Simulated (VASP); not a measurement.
# Settings for CrCuO₂: hyperfine tensors

CrCuO₂, R-3m (no. 166), 4 atoms in the cell. PBE, hyperfine tensors; PAW potentials Cu, Cr_pv, O (PBE set). VASP 6.6.1.

Wanted: contact field within 0.5 T.

POSCAR:
```
CrCuO2
1.0
    1.4867000000      0.8583466452      5.7000000000
   -1.4867000000      0.8583466452      5.7000000000
    0.0000000000     -1.7166932904      5.7000000000
Cu Cr O
1 1 2
Direct
    0.0000000000      0.0000000000      0.0000000000
    0.5000000000      0.5000000000      0.5000000000
    0.8920800000      0.8920800000      0.8920800000
    0.1079200000      0.1079200000      0.1079200000
```

The series start from ENCUT (eV): 600; k mesh: 8 × 8 × 8; EDIFF (eV): 1e-7; PREC: Accurate; LREAL: no; ALGO: Normal. Each series keeps the choices made before it, and each single choice may use up half of a tolerance.

## ENCUT (eV)

| ENCUT (eV) | Contact field, largest deviation (T) | SCF iterations | Time (s) |
|---|---|---|---|
| 400 | 0.07 | 17 | 163 |
| 500 | 0.03 | 17 | 215 |
| 600 | 0.01 | 17 | 256 |
| 700 | 0.00 | 17 | 308 |
| 800 | 0.00 | 17 | 416 |
| 1000 (reference) | 0.00 | 17 | 676 |

Chosen: 400, the loosest value from which every tighter one stays within half of the tolerance.

## k mesh

| k mesh | Contact field, largest deviation (T) | SCF iterations | Time (s) |
|---|---|---|---|
| 3 × 3 × 3 | 0.89 | 17 | 80 |
| 4 × 4 × 4 | 0.40 | 17 | 88 |
| 5 × 5 × 5 | 0.05 | 17 | 91 |
| 7 × 7 × 7 | 0.01 | 17 | 105 |
| 8 × 8 × 8 | 0.01 | 17 | 163 |
| 10 × 10 × 10 | 0.00 | 17 | 194 |
| 12 × 12 × 12 (reference) | 0.00 | 17 | 291 |

Chosen: 5 × 5 × 5.

## EDIFF (eV)

| EDIFF (eV) | Contact field, largest deviation (T) | SCF iterations | Time (s) |
|---|---|---|---|
| 0.0001 | 0.20 | 13 | 60 |
| 1e-5 | 0.01 | 14 | 69 |
| 1e-6 | 0.01 | 16 | 67 |
| 1e-7 | 0.00 | 17 | 91 |
| 1e-8 (reference) | 0.00 | 19 | 78 |

Chosen: 0.0001.

## PREC

| PREC | Contact field, largest deviation (T) | SCF iterations | Time (s) |
|---|---|---|---|
| Accurate | 0.00 | 13 | 60 |
| Normal | 0.01 | 13 | 35 |

Chosen: Normal, the fastest of those that stay within half of the tolerance.

## LREAL

| LREAL | Contact field, largest deviation (T) | SCF iterations | Time (s) |
|---|---|---|---|
| no | 0.00 | 13 | 35 |
| Auto | 0.01 | 13 | 48 |

Chosen: no; no other choice that stays within half of the tolerance saves 30 % of the time.

## ALGO

| ALGO | Contact field, largest deviation (T) | SCF iterations | Time (s) |
|---|---|---|---|
| Normal | 0.00 | 13 | 35 |
| Fast | 0.15 | 14 | 41 |
| All | 0.22 | 19 | 87 |

Chosen: Normal.

## All choices together

| Input | Contact field, largest deviation (T) | Time (s) |
|---|---|---|
| defaults, on a 7 × 7 × 7 mesh (naive) | 0.29 | 59 |
| chosen settings | 0.32 | 35 |
| reference settings throughout | 0.00 | 1440 |

The tolerance is met.

Values of the reference run: Contact field: 16.93, -10.36, -0.23, -0.23 T, contact field at the nucleus, positive along the cell's up spin.

## The input

INCAR:
```
ALGO = Normal
EDIFF = 1E-4
ENCUT = 400
GGA = PE
ISMEAR = 0
ISPIN = 2
KPAR = 4
LASPH = True
LCHARG = False
LHYPERFINE = True
LMAXMIX = 4
LORBIT = 11
LREAL = False
LWAVE = False
MAGMOM = 0.6 3 0 0
NELM = 120
NGYROMAG = 11.2997 -2.4115 -5.7742
PREC = Normal
SIGMA = 0.02
```

KPOINTS:
```
Automatic mesh
0
Gamma
  5 5 5
  0 0 0
```

Commands:
```
cat potpaw_PBE.64/Cu/POTCAR potpaw_PBE.64/Cr_pv/POTCAR potpaw_PBE.64/O/POTCAR > POTCAR
mpirun -np 4 vasp_std > vasp.out
```

The naive input happens to agree within the tolerance here, in 59 s.

Limits: The run is of the ferromagnetic state; the crystal's own order and gap may differ.

The chosen input took VASP 6.6.1 35 s on 4 cores (Intel Xeon Platinum 8488C (Sapphire Rapids)), a shared host.

## An input that fails: cutoff far too low

It runs to its end, but against the unchanged starting input it is off by 96.54 T in the contact field.

Changes against the starting input:
```
- ENCUT = 600
+ ENCUT = 150
```
